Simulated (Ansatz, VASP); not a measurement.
# Cross-check of GaP between VASP and Ansatz, part 2 of 2

Aim: how closely do two programs agree when they are given the same cell, functional and k mesh? The cell is taken from a series of VASP runs on this material, whose earlier steps may have relaxed, scaled or displaced it; both programs get it as it stands.

VASP 6.6.1 and Ansatz 0.2.0.

So far. Step 2 (VASP: band structure, HSE06): The k-mesh is coarse for exact exchange; levels may shift by about 0.1 eV on a finer one.

## 3. Ansatz: band structure, HSE06

Level of this step: Ansatz beside VASP: Kohn-Sham DFT, plane waves, HSE06 (Ansatz).

Ansatz runs on its default PAW (the set named soft_2) files.

The same cell, functional, mesh and smearing now go to Ansatz, which takes its cutoff from its data sets.

File input.yaml:

```yaml
crystal:
  lattice:
    - [0.0, 2.72525, 2.72525]
    - [2.72525, 0.0, 2.72525]
    - [2.72525, 2.72525, 0.0]
  atoms:
    - { symbol: Ga, position: [0.0, 0.0, 0.0] }
    - { symbol: P, position: [0.75, 0.75, 0.75] }
hamiltonian:
  xc: { exchange: pbe, correlation: pbe, exx: { coeff: 0.25, omega: 0.2 } }
  pseudopotentials: { kind: paw }
kpoints:
  mp_grid: { grid: [5, 5, 5] }
  band_path:
    path:
      - [0.0, 0.0, 0.0]
      - [0.44444, 0.0, 0.44444]
      - [0.5, 0.0, 0.5]
      - [0.5, 0.22222, 0.72222]
      - [0.40278, 0.34722, 0.75]
      - [0.125, 0.125, 0.25]
      - [0.27778, 0.27778, 0.27778]
      - [0.55556, 0.38889, 0.55556]
      - [0.58333, 0.25, 0.66667]
      - [0.5, 0.30556, 0.69444]
      - [0.48611, 0.48611, 0.52778]
      - [0.625, 0.25, 0.625]
      - [0.5, 0.0, 0.5]
    npoints: 1
scf:
  occupations: { method: gaussian, width: 0.03 }
  n_extra_bands: 7
output:
  forces: true
  stress: true
  eigenvalues: true
```

Started as:

```
$ ansatz run input.yaml --threads 4 --pin off --max-ram 9216MiB --backend cpu --events-out ev --progress --plain --runs-dir out
```

Numbers of over 12 decimals in the logs are rounded to 6 here.

Output:

```text
Warning: output.stress: scf.convergence.dr2_threshold = 1e-7 eV (the SCF's general default) is looser than the 2e-10 eV advised for a printed stress (1e-10 eV for each atom of the cell: 2). What an SCF threshold leaves in a stress goes as its square root, and in the free energy as the threshold itself, and one threshold admits the most on a small cell: [figures from the program's tests cut] Set scf.convergence.dr2_threshold to 2e-10 eV or tighter. The threshold is an SCF's pass mark: one that does not reach it within its budget of iterations ends unconverged, or closes short of it on a stop that the run arms, and scf.convergence.dr2_threshold's page says what that costs each kind of run
Warning: output.stress: scf.exx.energy_threshold = 1e-6 eV is looser than the 2e-8 eV advised for a stress under a hybrid functional (1e-8 eV for each atom of the cell: 2). Every SCF of the exchange loop can meet its threshold on dr2 while the loop round them stops early: no threshold on dr2 bounds what that leaves in the stress. Set scf.exx.energy_threshold to 2e-8 eV or tighter. The threshold is the loop's pass mark: a loop that does not reach it within its budget of cycles ends unconverged, and scf.exx.energy_threshold's page has the law
scf.n_extra_bands = 7 over 9 filled bands (N_el = 18.0): the run solves 16 bands
Engine: ansatz 0.2.0, aarch64-unknown-linux-gnu
Pseudopotentials: kind: paw
Pseudopotential: Ga, paw, valence charge 13, recommended cutoff 420 eV (normal), Ga.paw.azcp
Pseudopotential: P, paw, valence charge 5, recommended cutoff 420 eV (normal), P.paw.azcp
Functional definition: unnamed
  parameter a_1 = 0.25
  parameter omega_1 = 0.2/angstrom
  exchange = pbe_x + (-a_1)*pbe_x_sr(omega_1) + a_1*exact_x_sr(omega_1)
  correlation = pbe_c
Crystal: 2 atoms, lattice volume = 40.481 Å³
Basis set: ecut = 420 eV, 749 PW (Γ), exchange–correlation on 54×54×54 points (8 copies of the dense FFT grid, shifted against one another)
Bands: 16, of which v1, the nominal top of the filled ones, is band 9 counted from 1 (8 counted from 0)
Symmetry: 24 space group operations
Space group: F-43m (ITA 216), of the structure as read, at distance tolerance 3.4e-5 Å
k-points: 10 of 125 (time reversal used)
Non-local potential: Ga, projectors of the file, l = 0: 2, l = 1: 2, l = 2: 3, l = 3: 1
Non-local potential: P, projectors of the file, l = 0: 2, l = 1: 2, l = 2: 2
PAW form: soft (Blöchl's): semilocal exchange-correlation on the pseudo side does not see the compensation charge
PAW frozen core: Ga, regenerated for the run's functional, and the local potential with it (the file was generated under x = pbe(κ = 0.804, μ = 0.219515), c = pbe(β = 0.066725))
PAW frozen core: P, regenerated for the run's functional, and the local potential with it (the file was generated under x = pbe(κ = 0.804, μ = 0.219515), c = pbe(β = 0.066725))
PAW one-centre angular grid: Ga, 590 points (default); XC on 64 Gauss nodes
PAW one-centre angular grid: P, 110 points (default); XC on 64 Gauss nodes
Initial density: superposition of atomic densities (neutral atoms: chi_scale 0, normalization atom), corrected by the library's trained network
Initial wavefunctions: pseudopotential atomic-orbital guess
Functional: x = pbe(κ = 0.804, μ = 0.219515), c = pbe(β = 0.066725), warm-up for x = pbe(κ = 0.804, μ = 0.219515) + 0.25 (exact − pbe) at short range (hse, ω = 0.2 Å⁻¹), c = pbe(β = 0.066725)
SCF iter   1: F=—  HF=-4539.502872 eV  |F-HF|=—  |Δ(HF+E_count)|=         —  Δρ=9.45e-4  dr2=5.01e-4  ethr=1.77e-3  ⟨swp⟩=10.6  Hψ=772  notcnv=0
preconditioner: auto → none  [insulator: Δε(μ)=1.583 eV  Ē_g=18.007 eV  σ=0.030 eV  W_gap=1.00  n_scr=14 (ndim 8)  ℏωp=24.8 eV  f_vac=0.011  D(μ)=0.00/eV (n_scr^D=0)]
SCF iter   2: F=-4539.502964 eV  HF=-4539.502951 eV  |F-HF|=1.26e-5  |Δ(HF+E_count)|=   7.85e-5  Δρ=3.63e-4  dr2=5.94e-5  ethr=2.78e-6  ⟨swp⟩=4.6  Hψ=478  notcnv=0  defer=4
SCF 1 stopped early in 2 iterations: F = -4539.502964 eV  dr2 = 5.94e-5
  greatest PAW one-centre occupation: 0.994 electrons in one spin orbital (limit 2), on the Ga atom at site 0 (counted from 0), in its partial waves of l = 2
Initial density: handed on by an earlier stage of this run
Initial wavefunctions: those handed on with the density
Functional: x = pbe(κ = 0.804, μ = 0.219515) + 0.25 (exact − pbe) at short range (hse, ω = 0.2 Å⁻¹), c = pbe(β = 0.066725)
Exchange kernel: α = 0.2500, screened, ω = 0.2000 Å⁻¹, Wigner–Seitz truncation, v(0) = 1124.3590 eV·Å³, q-mesh 5×5×5, nearest image of the exchange supercell L = 19.27 Å, pair-density grid 15×15×15, without the augmentation charges, whose exchange is taken in its separable form by FFT convolution over the k-point mesh (sized by the pseudopotential files, 24×24×24 at the most), smooth part of the exact exchange by density-matrix convolution
Frozen-core exchange: fock
SCF iter   1: F=—  HF=-4540.584233 eV  |F-HF|=—  |Δ(HF+E_count)|=         —  Δρ=1.30e-2  dr2=2.72e-2  ethr=3.30e-6  ⟨swp⟩=5.9  Hψ=744  notcnv=0
preconditioner: auto → none  [insulator: Δε(μ)=2.271 eV  Ē_g=20.934 eV  σ=0.030 eV  W_gap=1.00  n_scr=14 (ndim 8)  ℏωp=24.8 eV  f_vac=0.011  D(μ)=0.00/eV (n_scr^D=0)]
SCF iter   2: F=—  HF=-4540.570792 eV  |F-HF|=—  |Δ(HF+E_count)|=   1.34e-2  Δρ=2.60e-3  dr2=2.45e-3  ethr=3.30e-6  ⟨swp⟩=4.0  Hψ=519  notcnv=0
SCF iter   3: F=—  HF=-4540.576958 eV  |F-HF|=—  |Δ(HF+E_count)|=   6.17e-3  Δρ=3.19e-3  dr2=1.48e-3  ethr=3.30e-6  ⟨swp⟩=4.0  Hψ=464  notcnv=0
SCF iter   4: F=—  HF=-4540.576800 eV  |F-HF|=—  |Δ(HF+E_count)|=   1.58e-4  Δρ=1.15e-3  dr2=2.69e-4  ethr=3.30e-6  ⟨swp⟩=3.0  Hψ=301  notcnv=0
iter 5 solved again at ethr=2.20e-8 eV; its pass at ethr=9.61e-7 eV (dr2=3.95e-6 eV) is discarded
SCF iter   5: F=—  HF=-4540.576807 eV  |F-HF|=—  |Δ(HF+E_count)|=   7.22e-6  Δρ=9.97e-5  dr2=1.29e-5  ethr=2.20e-8  ⟨swp⟩=3.1  Hψ=560  notcnv=0
SCF iter   6: F=—  HF=-4540.576967 eV  |F-HF|=—  |Δ(HF+E_count)|=   1.60e-4  Δρ=2.04e-4  dr2=7.58e-6  ethr=2.09e-8  ⟨swp⟩=4.0  Hψ=435  notcnv=0
SCF iter   7: F=-4540.576960 eV  HF=-4540.576960 eV  |F-HF|=1.25e-8  |Δ(HF+E_count)|=   6.90e-6  Δρ=9.56e-6  dr2=7.75e-8  ethr=2.09e-8  ⟨swp⟩=4.0  Hψ=385  notcnv=0
SCF 2 converged in 7 iterations: F = -4540.576960 eV  dr2 = 7.75e-8
  greatest PAW one-centre occupation: 0.995 electrons in one spin orbital (limit 2), on the Ga atom at site 0 (counted from 0), in its partial waves of l = 2
hybrid outer 1: dexx = +7.462e-3 eV, tail = 2.08e-5 eV
Exchange kernel: α = 0.2500, screened, ω = 0.2000 Å⁻¹, Wigner–Seitz truncation, v(0) = 1124.3590 eV·Å³, q-mesh 5×5×5, nearest image of the exchange supercell L = 19.27 Å, pair-density grid 15×15×15, without the augmentation charges, whose exchange is taken in its separable form by FFT convolution over the k-point mesh (sized by the pseudopotential files, 24×24×24 at the most), smooth part of the exact exchange by density-matrix convolution
Frozen-core exchange: fock
SCF iter   1: F=—  HF=-4540.576823 eV  |F-HF|=—  |Δ(HF+E_count)|=         —  Δρ=5.26e-5  dr2=1.54e-6  ethr=5.77e-7  ⟨swp⟩=4.5  Hψ=401  notcnv=0
preconditioner: auto → none  [insulator: Δε(μ)=2.303 eV  Ē_g=20.746 eV  σ=0.030 eV  W_gap=1.00  n_scr=14 (ndim 8)  ℏωp=24.8 eV  f_vac=0.010  D(μ)=0.00/eV (n_scr^D=0)]
SCF iter   2: F=—  HF=-4540.576822 eV  |F-HF|=—  |Δ(HF+E_count)|=   3.29e-7  Δρ=1.60e-5  dr2=1.36e-7  ethr=8.17e-9  ⟨swp⟩=3.6  Hψ=317  notcnv=0
SCF iter   3: F=—  HF=-4540.576823 eV  |F-HF|=—  |Δ(HF+E_count)|=   4.50e-7  Δρ=9.56e-6  dr2=4.26e-8  ethr=3.27e-10  ⟨swp⟩=3.8  Hψ=373  notcnv=0
SCF iter   4: F=-4540.576823 eV  HF=-4540.576823 eV  |F-HF|=2.67e-9  |Δ(HF+E_count)|=   1.11e-8  Δρ=7.81e-7  dr2=1.38e-9  ethr=2.07e-10  ⟨swp⟩=3.0  Hψ=282  notcnv=0
SCF 3 converged in 4 iterations: F = -4540.576823 eV  dr2 = 1.38e-9
  Residual-converged pass: ⟨swp⟩=3.0  Hψ=327  notcnv=0  max |occ|·‖R‖ = 2.3e-6 eV (tolerance 2.4e-6 eV)  dr2=1.37e-9  dr2_onsite=3.54e-9  max |Δocc| = 0.0e0
hybrid outer 2: dexx = +4.702e-7 eV, tail = 2.03e-8 eV, Δε = 2.58e-3 eV (about 9.22e-5 eV left of the loop's levels)
NSCF: frozen V_eff on 13 k-points
hybrid SCF converged: 2 outer / 11 inner (+2 warm-up), last move |dexx| = 4.70e-7 eV, tail = 2.03e-8 eV
Stability not checked: this state was not tested for a lower state beside it, because the functional holds exact exchange (a hybrid, or Hartree-Fock), whose exchange loop this test does not read (fock_operator; see scf.lower_state_search)
Free energy (F): -4540.576823 eV
Frozen-core exchange: fock
Harris-Foulkes:  -4540.576823 eV  (|F-HF|=2.67e-9)
Internal energy: -4540.576823 eV  (E = F + TS)
E sigma→0 (E₀):  -4540.576823 eV
Fermi energy:    7.797780 eV
--- Per-component energies (eV) ---
  E_band       = -95.827072
  E_kinetic    = 185.464184
  E_local      = -2204.145140  (includes V_loc(G=0)·N_el)
  E_nonlocal   = 460.030507
  E_hartree    = 1022.713640
  E_xc         = -105.492849
  E_vxc        = -95.722453  (∫ρ·V_xc dr)
  E_exx        = -56.564023  (= α·E_x^exact, valence–valence)
  E_paw        = -2529.975660  (= ΣΔE_a)
  E_vpaw       = -373.752805  (= ΣTr[D̂ρ^β])
  E_aug_tail   = -0.000107  (compensation charges beyond the density's cutoff)
  E_ewald      = -1312.644944
  E_core_change = 0.037573  (= ΣΔE_core)
  E_smearing   = -0.000000  (= −TS)
  E_closure    = -0.000003  (closes the sum)
  Σ components = -4540.576823   (vs F -4540.576823, Δ=0.00e0)
--- Forces (eV/Å), atoms counted from 1 ---
  atom   1  Ga    -0.00000000     0.00000000     0.00000000
  atom   2  P      0.00000000     0.00000000     0.00000000
  max |Σ_I F_I| component: 9.25e-17 eV/Å
--- Stress (GPa, compression-positive) ---
        0.807480       0.000000      -0.000000
        0.000000       0.807480       0.000000
       -0.000000       0.000000       0.807480
  P = ⅓ Tr σ = 0.8075 GPa (8.075 kbar)
--- Band table (eV; the first three rows and the last of 10) ---
  k-point 0: bands = [... 5 lower, -7.1355, 6.6463, 6.6463, 6.6463, 9.4773, 11.4355, 11.4355, 11.4355, ... 3 higher]
  k-point 1: bands = [... 5 lower, -6.5915, 3.4630, 6.1247, 6.1247, 9.8982, 12.1789, 12.1789, 13.2118, ... 3 higher]
  k-point 2: bands = [... 5 lower, -5.2707, 0.0455, 5.5184, 5.5184, 9.2720, 12.3396, 12.3396, 15.8491, ... 3 higher]
  k-point 9: bands = [... 5 lower, -4.2390, -0.0953, 2.6987, 3.7488, 11.5709, 12.1486, 12.9643, 16.3415, ... 3 higher]
```

Run time: 18 s. Hardware: 4 threads of Arm Neoverse V2, shared host; peak memory 0.75 GiB.

## 4. Differences

Known differences besides the potentials themselves: exact exchange at q = 0 is treated differently, which shows on coarse meshes; VASP keeps PBE cores, Ansatz makes them for the functional; the cutoff is 420 eV in Ansatz and 350 eV in VASP; VASP takes a coarser grid for exact exchange (PRECFOCK = Fast). Total energies have different zeros and are not compared.

Compared:

| quantity | Ansatz | VASP | difference |
| --- | --- | --- | --- |
| gap over the path points (eV) | 2.281 | 2.284 | -0.003 |

Levels at points of the path, from each program's valence-band top (eV; 3 filled, then empty):

```csv
k (reciprocal lattice),Ansatz,VASP
0.000 0.000 0.000,0.00 0.00 0.00 2.83 4.79 4.79,0.00 0.00 0.00 2.83 4.79 4.79
0.444 0.000 0.444,-7.05 -2.87 -2.87 2.28 2.77 11.51,-7.04 -2.87 -2.87 2.28 2.77 11.53
0.500 0.000 0.500,-7.34 -2.93 -2.93 2.31 2.59 12.07,-7.33 -2.93 -2.93 2.31 2.59 12.09
0.500 0.222 0.722,-7.09 -3.87 -3.68 5.28 5.68 7.40,-7.09 -3.87 -3.67 5.29 5.68 7.41
0.403 0.347 0.750,-7.09 -4.26 -2.60 3.17 5.78 8.93,-7.09 -4.25 -2.59 3.17 5.78 8.95
0.125 0.125 0.250,-2.93 -1.42 -0.29 4.02 5.16 5.34,-2.93 -1.42 -0.29 4.02 5.17 5.35
0.278 0.278 0.278,-4.69 -0.81 -0.81 2.96 5.75 5.75,-4.69 -0.81 -0.81 2.96 5.75 5.75
0.556 0.389 0.556,-7.06 -2.90 -1.66 3.64 5.63 6.71,-7.06 -2.90 -1.65 3.64 5.63 6.73
0.583 0.250 0.667,-7.09 -4.23 -2.75 3.44 5.80 8.59,-7.09 -4.22 -2.75 3.44 5.80 8.61
0.500 0.306 0.694,-6.98 -4.12 -3.08 5.08 5.79 7.05,-6.98 -4.12 -3.07 5.09 5.79 7.06
```

Among the levels compared at these points, filled levels agree within 4 meV and empty ones within 22 meV.

## 5. What came out

```yaml
difference_in_gap_over_the_path_points_band_structure_hse06: -0.0028 eV
```

In words: The difference in gap over the path points is -0.0028 eV (band structure, HSE06), within the 0.08 eV picked in this series as the mark of a large difference. Such differences can come from data sets, numerical settings and the points named under the comparisons, not from the functional's error against experiment.

[Lines on the potential files, build, host, timing and source positions are cut from VASP's logs without a mark.]

[Logs are printed without paths, hosts, clocks, repeated set-up lines and the standing remarks that a program may print on its own settings, such as how far it seeks lower states.]

[Hosts, paths, dates, database ids (printed as entryN), source tags and the programs' standing remarks are cut or masked in the printed files.]
